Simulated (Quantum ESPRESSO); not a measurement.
# H on fcc sites of Ti(0001): a series in the coverage, part 8 of 9

What law, if any, do the results for H on fcc sites of Ti(0001) follow against the coverage?

Quantum ESPRESSO 7.5; plane-wave DFT, PBE, GBRV ultrasoft pseudopotentials.

So far. Step 8 (SCF with pw.x, 0.1111 ML): Inside the slab this potential holds the local part of the pseudopotentials, which can be repulsive at the nuclei; only its value in the vacuum has a meaning of its own. Step 9 (Relaxation with pw.x, 0.75 ML): The relaxation lowers the energy by 15 meV an atom. On the free atoms the largest force ends at 0.042 eV/Å.

## 10. SCF with pw.x, 0.75 ML

Contents of m7.esm.in:

```
&control
  prefix = 'm7.esm'
  outdir = './out'
  pseudo_dir = './pseudo'
  calculation = 'scf'
  tprnfor = .true.
/
&system
  ibrav = 0
  nat = 15
  ntyp = 2
  ecutwfc = 40
  ecutrho = 200
  occupations = 'smearing'
  smearing = 'mv'
  degauss = 0.02
  assume_isolated = 'esm'
  esm_bc = 'bc1'
/
&electrons
  conv_thr = 1e-07
  mixing_beta = 0.25
  electron_maxstep = 160
  mixing_mode = 'local-TF'
  mixing_ndim = 12
/
ATOMIC_SPECIES
  Ti  47.8670  ti_pbe_v1.4.uspp.F.UPF
  H   1.0080  h_pbe_v1.4.uspp.F.UPF
CELL_PARAMETERS angstrom
  5.87861781800000 0.00000000000000 0.00000000000000
  2.93930890900000 5.09103236952785 0.00000000000000
  0.00000000000000 0.00000000000000 19.38329014445180
ATOMIC_POSITIONS crystal
  Ti  0.833333333300 0.333333333300 -0.144364624900
  Ti  0.333333333300 0.833333333300 -0.144364624900
  Ti  0.333333333300 0.333333333300 -0.144364624900
  Ti  0.833333333300 0.833333333300 -0.144364624900
  Ti  0.166666666700 0.666666666700 -0.024548035600
  Ti  0.666666666700 0.166666666700 -0.024548035600
  Ti  0.666666666700 0.666666666700 -0.024548035600
  Ti  0.166666666700 0.166666666700 -0.024548035600
  Ti  0.830682379500 0.338635240800 0.090133154400
  Ti  0.338635240800 0.830682379500 0.090133154400
  Ti  0.333333333300 0.333333333300 0.091895318100
  Ti  0.830682379500 0.830682379500 0.090133154400
  H   0.000725276000 0.499637362000 0.144364624900
  H   0.499637362000 0.000725276000 0.144364624900
  H   0.499637362000 0.499637362000 0.144364624900
K_POINTS automatic
  5 5 1 0 0 0
```

The run is started by

```bash
> OMP_NUM_THREADS=1 mpirun -n 16 pw.x -nk 2 -in m7.esm.in > m7.esm.out
```

Log:

```text
[banner, memory and clock lines left out]
Program PWSCF v.7.5 starts
[...]
Message from routine setup:
[...]
number of electrons       =       147.00
     number of Kohn-Sham states=           89
     kinetic-energy cutoff     =      40.0000  Ry
     charge density cutoff     =     200.0000  Ry
[...]
number of k points=     5  Marzari-Vanderbilt smearing, width (Ry)=  0.0200
[...]
Dense  grid:   186687 G-vectors     FFT dimensions: (  50,  50, 180)
[...]
negative rho (up, down):  2.449E-02 0.000E+00
     Starting wfcs are  123 randomized atomic wfcs
[...]
negative rho (up, down):  2.643E-02 0.000E+00
[...]
estimated scf accuracy    <      40.08362671 Ry
[...]
negative rho (up, down):  4.341E-02 0.000E+00
[...]
estimated scf accuracy    <      17.95792536 Ry
[...]
negative rho (up, down):  7.942E-02 0.000E+00
[...]
estimated scf accuracy    <       6.74507186 Ry
[...]
negative rho (up, down):  5.868E-02 0.000E+00
[...]
estimated scf accuracy    <      67.22611989 Ry
[...]
negative rho (up, down):  5.211E-02 0.000E+00
[...]
estimated scf accuracy    <      35.46670696 Ry
[...]
negative rho (up, down):  5.292E-02 0.000E+00
[...]
estimated scf accuracy    <      16.02953598 Ry
[...]
negative rho (up, down):  4.414E-02 0.000E+00
[...]
estimated scf accuracy    <      15.97875443 Ry
[...]
negative rho (up, down):  4.145E-02 0.000E+00
[...]
estimated scf accuracy    <       2.24510476 Ry
[...]
negative rho (up, down):  3.556E-02 0.000E+00
[...]
estimated scf accuracy    <       6.13721012 Ry
[...]
negative rho (up, down):  3.685E-02 0.000E+00
[...]
estimated scf accuracy    <       9.87991571 Ry
[...]
negative rho (up, down):  3.755E-02 0.000E+00
[...]
estimated scf accuracy    <       7.21698591 Ry
[...]
negative rho (up, down):  3.997E-02 0.000E+00
[...]
estimated scf accuracy    <       4.92114503 Ry
[...]
negative rho (up, down):  1.407E-02 0.000E+00
[...]
estimated scf accuracy    <       0.00003630 Ry
[...]
negative rho (up, down):  1.392E-02 0.000E+00
[...]
estimated scf accuracy    <       0.00000627 Ry
[...]
negative rho (up, down):  1.390E-02 0.000E+00
[...]
estimated scf accuracy    <       0.00000361 Ry
[...]
negative rho (up, down):  1.347E-02 0.000E+00
[...]
estimated scf accuracy    <       0.00000449 Ry
[...]
negative rho (up, down):  1.342E-02 0.000E+00
[...]
estimated scf accuracy    <       0.00000311 Ry
[...]
negative rho (up, down):  1.339E-02 0.000E+00
[...]
estimated scf accuracy    <       0.00000114 Ry
[...]
negative rho (up, down):  1.340E-02 0.000E+00
[...]
estimated scf accuracy    <       0.00000049 Ry
[...]
negative rho (up, down):  1.336E-02 0.000E+00
[...]
estimated scf accuracy    <       0.00000011 Ry
[...]
negative rho (up, down):  1.335E-02 0.000E+00
[...]
estimated scf accuracy    <       0.00000015 Ry
[...]
negative rho (up, down):  1.326E-02 0.000E+00
[...]
the Fermi energy is    -4.3781 ev
!    total energy              =   -1434.19434644 Ry
     estimated scf accuracy    <       0.00000003 Ry
     smearing contrib. (-TS)   =      -0.00646211 Ry
     internal energy E=F+TS    =   -1434.18788433 Ry
[...]
one-electron contribution =   10258.22788941 Ry
     hartree contribution      =   -5175.05831507 Ry
     xc contribution           =    -218.14040495 Ry
     ewald contribution        =   -6299.21705373 Ry
     convergence has been achieved in  53 iterations
     negative rho (up, down):  1.326E-02 0.000E+00
[...]
Total force =     0.036142     Total SCF correction =     0.000618
[...]
```

Wall time 1.7 min (16 MPI ranks of Arm Neoverse V2, shared host); peak memory 1.8 GiB.

Read from the output:

| Property | Result |
| --- | --- |
| free energy | -19513.2082 eV |
| Fermi energy | -4.378 eV |
| vacuum line at the lower end of the cell, over the Fermi level | 4.414 eV |
| vacuum line at the upper end of the cell, over the Fermi level | 4.342 eV |

Inside the slab this potential holds the local part of the pseudopotentials, which can be repulsive at the nuclei; only its value in the vacuum has a meaning of its own.

## 11. Relaxation with pw.x, 1 ML

System of this step: Ti(0001), 3 layers, 1 sites a cell, 1 H on fcc sites. The cell holds 4 atoms: 3 Ti and 1 H. Cell: a = 2.939 Å, b = 2.939 Å, c = 19.383 Å, α = 90.0°, β = 90.0°, γ = 60.0°. It derives from Ti. Vacuum lies along c.

Contents of m8.relax.in:

```
&control
  prefix = 'm8.relax'
  outdir = './out'
  pseudo_dir = './pseudo'
  nstep = 70
  forc_conv_thr = 0.0015
  calculation = 'relax'
/
&system
  ibrav = 0
  nat = 4
  ntyp = 2
  ecutwfc = 40
  ecutrho = 200
  occupations = 'smearing'
  smearing = 'mv'
  degauss = 0.02
/
&electrons
  conv_thr = 1e-07
  mixing_beta = 0.3
  electron_maxstep = 120
  mixing_mode = 'local-TF'
/
&ions
/
ATOMIC_SPECIES
  Ti  47.8670  ti_pbe_v1.4.uspp.F.UPF
  H   1.0080  h_pbe_v1.4.uspp.F.UPF
CELL_PARAMETERS angstrom
  2.93930890900000 0.00000000000000 0.00000000000000
  1.46965445450000 2.54551618476392 0.00000000000000
  0.00000000000000 0.00000000000000 19.38329014445180
ATOMIC_POSITIONS crystal
  Ti  0.666666666700 0.666666666700 0.358073741584 0 0 0
  Ti  0.333333333400 0.333333333400 0.477890330857 0 0 0
  Ti  0.666666666700 0.666666666700 0.597706920130
  H   0.000000000000 0.000000000000 0.641926258416
K_POINTS automatic
  9 9 1 0 0 0
```

The run is started by

```bash
> OMP_NUM_THREADS=1 mpirun -n 16 pw.x -nk 4 -in m8.relax.in > m8.relax.out
```

Log:

```text
[banner, memory and clock lines left out]
Program PWSCF v.7.5 starts
[...]
Message from routine setup:
[...]
number of electrons       =        37.00
     number of Kohn-Sham states=           23
     kinetic-energy cutoff     =      40.0000  Ry
     charge density cutoff     =     200.0000  Ry
[...]
number of k points=    12  Marzari-Vanderbilt smearing, width (Ry)=  0.0200
[...]
Dense  grid:    46797 G-vectors     FFT dimensions: (  25,  25, 180)
[...]
negative rho (up, down):  5.041E-03 0.000E+00
     Starting wfcs are   31 randomized atomic wfcs
[...]
negative rho (up, down):  8.898E-03 0.000E+00
[...]
estimated scf accuracy    <       8.76732256 Ry
[...]
negative rho (up, down):  1.540E-02 0.000E+00
[...]
estimated scf accuracy    <       2.72558185 Ry
[...]
negative rho (up, down):  1.790E-02 0.000E+00
[...]
estimated scf accuracy    <       0.38437917 Ry
[...]
negative rho (up, down):  1.765E-02 0.000E+00
[...]
estimated scf accuracy    <       2.61489886 Ry
[...]
negative rho (up, down):  1.783E-02 0.000E+00
[...]
estimated scf accuracy    <       2.49513002 Ry
[...]
negative rho (up, down):  6.782E-03 0.000E+00
[...]
estimated scf accuracy    <       2.56037403 Ry
[...]
negative rho (up, down):  2.481E-03 0.000E+00
[...]
estimated scf accuracy    <       0.74069079 Ry
[...]
negative rho (up, down):  2.103E-03 0.000E+00
[...]
estimated scf accuracy    <       0.05002035 Ry
[...]
negative rho (up, down):  2.248E-03 0.000E+00
[...]
estimated scf accuracy    <       0.23560889 Ry
[...]
negative rho (up, down):  2.345E-03 0.000E+00
[...]
estimated scf accuracy    <       0.16660565 Ry
[...]
negative rho (up, down):  3.657E-03 0.000E+00
[...]
estimated scf accuracy    <       0.13200486 Ry
[...]
negative rho (up, down):  4.329E-03 0.000E+00
[...]
estimated scf accuracy    <       0.01833184 Ry
[...]
negative rho (up, down):  2.576E-03 0.000E+00
[...]
estimated scf accuracy    <       0.00946997 Ry
[...]
negative rho (up, down):  2.265E-03 0.000E+00
[...]
estimated scf accuracy    <       0.00410801 Ry
[...]
negative rho (up, down):  2.520E-03 0.000E+00
[...]
estimated scf accuracy    <       0.00399481 Ry
[...]
negative rho (up, down):  2.263E-03 0.000E+00
[...]
estimated scf accuracy    <       0.00177738 Ry
[...]
negative rho (up, down):  2.357E-03 0.000E+00
[...]
estimated scf accuracy    <       0.00177468 Ry
[...]
negative rho (up, down):  2.509E-03 0.000E+00
[...]
estimated scf accuracy    <       0.00025127 Ry
[...]
negative rho (up, down):  2.466E-03 0.000E+00
[...]
estimated scf accuracy    <       0.00082852 Ry
[...]
negative rho (up, down):  2.608E-03 0.000E+00
[...]
estimated scf accuracy    <       0.00029896 Ry
[...]
negative rho (up, down):  2.684E-03 0.000E+00
[...]
estimated scf accuracy    <       0.00018287 Ry
[...]
negative rho (up, down):  2.828E-03 0.000E+00
[...]
estimated scf accuracy    <       0.00003035 Ry
[...]
negative rho (up, down):  2.941E-03 0.000E+00
[...]
estimated scf accuracy    <       0.00007043 Ry
[...]
negative rho (up, down):  3.039E-03 0.000E+00
[...]
estimated scf accuracy    <       0.00001916 Ry
[...]
negative rho (up, down):  3.039E-03 0.000E+00
[...]
estimated scf accuracy    <       0.00000489 Ry
[...]
negative rho (up, down):  3.060E-03 0.000E+00
[...]
estimated scf accuracy    <       0.00000257 Ry
[...]
negative rho (up, down):  3.093E-03 0.000E+00
[...]
estimated scf accuracy    <       0.00000036 Ry
[...]
negative rho (up, down):  3.087E-03 0.000E+00
[...]
estimated scf accuracy    <       0.00000051 Ry
[...]
negative rho (up, down):  3.086E-03 0.000E+00
[...]
estimated scf accuracy    <       0.00000011 Ry
[...]
negative rho (up, down):  3.093E-03 0.000E+00
[...]
the Fermi energy is     2.2550 ev
!    total energy              =    -358.85727414 Ry
     estimated scf accuracy    <       0.00000004 Ry
     smearing contrib. (-TS)   =       0.00002615 Ry
     internal energy E=F+TS    =    -358.85730029 Ry
[...]
one-electron contribution =   -1763.88594253 Ry
     hartree contribution      =     879.50471421 Ry
     xc contribution           =     -54.72017173 Ry
     ewald contribution        =     580.24409976 Ry
     convergence has been achieved in  30 iterations
     negative rho (up, down):  3.093E-03 0.000E+00
[...]
Total force =     0.039304     Total SCF correction =     0.000039
[...]
negative rho (up, down):  3.088E-03 0.000E+00
[...]
negative rho (up, down):  2.929E-03 0.000E+00
[...]
estimated scf accuracy    <       0.03577334 Ry
[...]
negative rho (up, down):  2.834E-03 0.000E+00
[...]
estimated scf accuracy    <       0.00408085 Ry
[...]
negative rho (up, down):  2.777E-03 0.000E+00
[...]
estimated scf accuracy    <       0.00066722 Ry
[...]
negative rho (up, down):  2.675E-03 0.000E+00
[...]
estimated scf accuracy    <       0.00045483 Ry
[...]
negative rho (up, down):  2.672E-03 0.000E+00
[...]
estimated scf accuracy    <       0.00012356 Ry
[...]
negative rho (up, down):  2.675E-03 0.000E+00
[...]
estimated scf accuracy    <       0.00033049 Ry
[...]
negative rho (up, down):  2.700E-03 0.000E+00
[...]
estimated scf accuracy    <       0.00022161 Ry
[...]
negative rho (up, down):  2.781E-03 0.000E+00
[...]
estimated scf accuracy    <       0.00000617 Ry
[...]
negative rho (up, down):  2.881E-03 0.000E+00
[...]
estimated scf accuracy    <       0.00002922 Ry
[...]
negative rho (up, down):  2.964E-03 0.000E+00
[...]
estimated scf accuracy    <       0.00000215 Ry
[...]
negative rho (up, down):  3.036E-03 0.000E+00
[...]
estimated scf accuracy    <       0.00000030 Ry
[...]
negative rho (up, down):  3.063E-03 0.000E+00
[...]
estimated scf accuracy    <       0.00000567 Ry
[...]
negative rho (up, down):  3.085E-03 0.000E+00
[...]
estimated scf accuracy    <       0.00000090 Ry
[...]
negative rho (up, down):  3.092E-03 0.000E+00
[...]
estimated scf accuracy    <       0.00000039 Ry
[...]
negative rho (up, down):  3.097E-03 0.000E+00
[...]
the Fermi energy is     2.2428 ev
!    total energy              =    -358.85868819 Ry
     estimated scf accuracy    <       0.00000004 Ry
     smearing contrib. (-TS)   =       0.00001997 Ry
[...]
estimated scf accuracy    <       0.00000009 Ry
[...]
negative rho (up, down):  3.278E-03 0.000E+00
[...]
estimated scf accuracy    <       0.00000002 Ry
[...]
negative rho (up, down):  3.273E-03 0.000E+00
[...]
estimated scf accuracy    <          8.3E-09 Ry
[...]
negative rho (up, down):  3.265E-03 0.000E+00
[...]
estimated scf accuracy    <          2.4E-09 Ry
[...]
negative rho (up, down):  3.264E-03 0.000E+00
[...]
estimated scf accuracy    <          1.0E-09 Ry
[...]
negative rho (up, down):  3.264E-03 0.000E+00
[...]
the Fermi energy is     2.1831 ev
!    total energy              =    -358.86156368 Ry
     estimated scf accuracy    <          1.3E-10 Ry
     smearing contrib. (-TS)   =      -0.00010609 Ry
     internal energy E=F+TS    =    -358.86145759 Ry
[...]
one-electron contribution =   -1788.09060128 Ry
     hartree contribution      =     891.51173241 Ry
     xc contribution           =     -54.71758968 Ry
     ewald contribution        =     592.43500094 Ry
     convergence has been achieved in  15 iterations
     negative rho (up, down):  3.264E-03 0.000E+00
[...]
Total force =     0.002257     Total SCF correction =     0.000027
[...]
negative rho (up, down):  3.388E-03 0.000E+00
[...]
negative rho (up, down):  3.412E-03 0.000E+00
[...]
estimated scf accuracy    <       0.00080791 Ry
[...]
negative rho (up, down):  3.446E-03 0.000E+00
[...]
estimated scf accuracy    <       0.00018965 Ry
[...]
negative rho (up, down):  3.463E-03 0.000E+00
[...]
estimated scf accuracy    <       0.00003057 Ry
[...]
negative rho (up, down):  3.513E-03 0.000E+00
[...]
estimated scf accuracy    <       0.00002100 Ry
[...]
negative rho (up, down):  3.508E-03 0.000E+00
[...]
estimated scf accuracy    <       0.00000703 Ry
[...]
negative rho (up, down):  3.500E-03 0.000E+00
[...]
estimated scf accuracy    <       0.00000587 Ry
[...]
negative rho (up, down):  3.494E-03 0.000E+00
[...]
estimated scf accuracy    <       0.00000054 Ry
[...]
negative rho (up, down):  3.456E-03 0.000E+00
[...]
estimated scf accuracy    <       0.00000033 Ry
[...]
negative rho (up, down):  3.441E-03 0.000E+00
[...]
estimated scf accuracy    <       0.00000014 Ry
[...]
negative rho (up, down):  3.421E-03 0.000E+00
[...]
estimated scf accuracy    <       0.00000013 Ry
[...]
negative rho (up, down):  3.400E-03 0.000E+00
[...]
estimated scf accuracy    <       0.00000009 Ry
[...]
negative rho (up, down):  3.393E-03 0.000E+00
[...]
estimated scf accuracy    <          5.8E-09 Ry
[...]
negative rho (up, down):  3.386E-03 0.000E+00
[...]
estimated scf accuracy    <          3.7E-09 Ry
[...]
negative rho (up, down):  3.384E-03 0.000E+00
[...]
estimated scf accuracy    <       0.00000001 Ry
[...]
negative rho (up, down):  3.383E-03 0.000E+00
[...]
estimated scf accuracy    <          1.0E-09 Ry
[...]
negative rho (up, down):  3.383E-03 0.000E+00
[...]
the Fermi energy is     2.1833 ev
!    total energy              =    -358.86158123 Ry
     estimated scf accuracy    <          1.2E-10 Ry
     smearing contrib. (-TS)   =      -0.00010315 Ry
     internal energy E=F+TS    =    -358.86147808 Ry
[...]
one-electron contribution =   -1786.86111737 Ry
     hartree contribution      =     890.89583404 Ry
     xc contribution           =     -54.71624006 Ry
     ewald contribution        =     591.82004531 Ry
     convergence has been achieved in  16 iterations
     negative rho (up, down):  3.383E-03 0.000E+00
[...]
Total force =     0.002053     Total SCF correction =     0.000028
[...]
negative rho (up, down):  3.497E-03 0.000E+00
[...]
negative rho (up, down):  3.525E-03 0.000E+00
[...]
estimated scf accuracy    <       0.00098232 Ry
[...]
negative rho (up, down):  3.566E-03 0.000E+00
[...]
estimated scf accuracy    <       0.00023217 Ry
[...]
negative rho (up, down):  3.591E-03 0.000E+00
[...]
estimated scf accuracy    <       0.00003942 Ry
[...]
negative rho (up, down):  3.649E-03 0.000E+00
[...]
estimated scf accuracy    <       0.00002801 Ry
[...]
negative rho (up, down):  3.642E-03 0.000E+00
[...]
estimated scf accuracy    <       0.00000720 Ry
[...]
negative rho (up, down):  3.635E-03 0.000E+00
[...]
estimated scf accuracy    <       0.00001189 Ry
[...]
negative rho (up, down):  3.626E-03 0.000E+00
[...]
estimated scf accuracy    <       0.00000085 Ry
[...]
negative rho (up, down):  3.587E-03 0.000E+00
[...]
estimated scf accuracy    <       0.00000036 Ry
[...]
negative rho (up, down):  3.560E-03 0.000E+00
[...]
estimated scf accuracy    <       0.00000038 Ry
[...]
negative rho (up, down):  3.543E-03 0.000E+00
[...]
estimated scf accuracy    <       0.00000008 Ry
[...]
negative rho (up, down):  3.510E-03 0.000E+00
[...]
estimated scf accuracy    <       0.00000004 Ry
[...]
negative rho (up, down):  3.503E-03 0.000E+00
[...]
estimated scf accuracy    <          7.4E-09 Ry
[...]
negative rho (up, down):  3.496E-03 0.000E+00
[...]
estimated scf accuracy    <          3.9E-09 Ry
[...]
negative rho (up, down):  3.493E-03 0.000E+00
[...]
estimated scf accuracy    <          5.9E-09 Ry
[...]
negative rho (up, down):  3.493E-03 0.000E+00
[...]
estimated scf accuracy    <          1.3E-09 Ry
[...]
negative rho (up, down):  3.493E-03 0.000E+00
[...]
the Fermi energy is     2.1828 ev
!    total energy              =    -358.86160076 Ry
     estimated scf accuracy    <          1.1E-10 Ry
     smearing contrib. (-TS)   =      -0.00010097 Ry
     internal energy E=F+TS    =    -358.86149980 Ry
[...]
one-electron contribution =   -1785.44938989 Ry
     hartree contribution      =     890.18756277 Ry
     xc contribution           =     -54.71444170 Ry
     ewald contribution        =     591.11476902 Ry
     convergence has been achieved in  16 iterations
     negative rho (up, down):  3.493E-03 0.000E+00
[...]
Total force =     0.001813     Total SCF correction =     0.000027
[...]
negative rho (up, down):  3.597E-03 0.000E+00
[...]
negative rho (up, down):  3.635E-03 0.000E+00
[...]
estimated scf accuracy    <       0.00144945 Ry
[...]
negative rho (up, down):  3.687E-03 0.000E+00
[...]
estimated scf accuracy    <       0.00034464 Ry
[...]
negative rho (up, down):  3.727E-03 0.000E+00
[...]
estimated scf accuracy    <       0.00005999 Ry
[...]
negative rho (up, down):  3.788E-03 0.000E+00
[...]
estimated scf accuracy    <       0.00004685 Ry
[...]
negative rho (up, down):  3.785E-03 0.000E+00
[...]
estimated scf accuracy    <       0.00000803 Ry
[...]
negative rho (up, down):  3.777E-03 0.000E+00
[...]
estimated scf accuracy    <       0.00002455 Ry
[...]
negative rho (up, down):  3.761E-03 0.000E+00
[...]
estimated scf accuracy    <       0.00000179 Ry
[...]
negative rho (up, down):  3.720E-03 0.000E+00
[...]
estimated scf accuracy    <       0.00000093 Ry
[...]
negative rho (up, down):  3.680E-03 0.000E+00
[...]
estimated scf accuracy    <       0.00000047 Ry
[...]
negative rho (up, down):  3.661E-03 0.000E+00
[...]
estimated scf accuracy    <       0.00000029 Ry
[...]
negative rho (up, down):  3.617E-03 0.000E+00
[...]
estimated scf accuracy    <       0.00000019 Ry
[...]
negative rho (up, down):  3.608E-03 0.000E+00
[...]
estimated scf accuracy    <       0.00000005 Ry
[...]
negative rho (up, down):  3.602E-03 0.000E+00
[...]
estimated scf accuracy    <       0.00000004 Ry
[...]
negative rho (up, down):  3.595E-03 0.000E+00
[...]
estimated scf accuracy    <          3.5E-09 Ry
[...]
negative rho (up, down):  3.595E-03 0.000E+00
[...]
estimated scf accuracy    <          8.5E-09 Ry
[...]
negative rho (up, down):  3.595E-03 0.
```

The job ended after 38 s (16 MPI ranks; peak memory 0.94 GiB; 10 min of CPU time).

Relaxation path:

```
step  energy less that of the first step (eV)  largest force (eV/Å)
   1                                   0.0000                0.8262
   2                                  -0.0192                0.6801
   3                                  -0.0362                0.5085
   4                                  -0.0529                0.2342
   5                                  -0.0581                0.0566
   6                                  -0.0582                0.0494
   7                                  -0.0584                0.0526
   8                                  -0.0586                0.0521
   9                                  -0.0589                0.0465
  10                                  -0.0591                0.0340
```

The atoms that moved most (Å):

```
atom     dx     dy      dz  length
  H4  0.000  0.000   0.086   0.086
 Ti3  0.000  0.000  -0.074   0.074
```

The relaxation lowers the energy by 15 meV an atom. On the free atoms the largest force ends at 0.034 eV/Å.

Numbers from this step:

- free energy: -4882.5611 eV
- Fermi energy: 2.181 eV

[end of part 8 of 9]

[Logs are printed without paths, hosts, clocks, repeated set-up lines and the standing remarks that a program may print on its own settings, such as how far it seeks lower states.]

[Hosts, paths, dates, database ids (printed as entryN), source tags and the programs' standing remarks are cut or masked in the printed files.]

[Maps of the electrostatic potential energy from Ansatz leave out the sawtooth potential of an applied field or a dipole correction, so their vacuum need not be flat; planar profiles and work functions include it.]
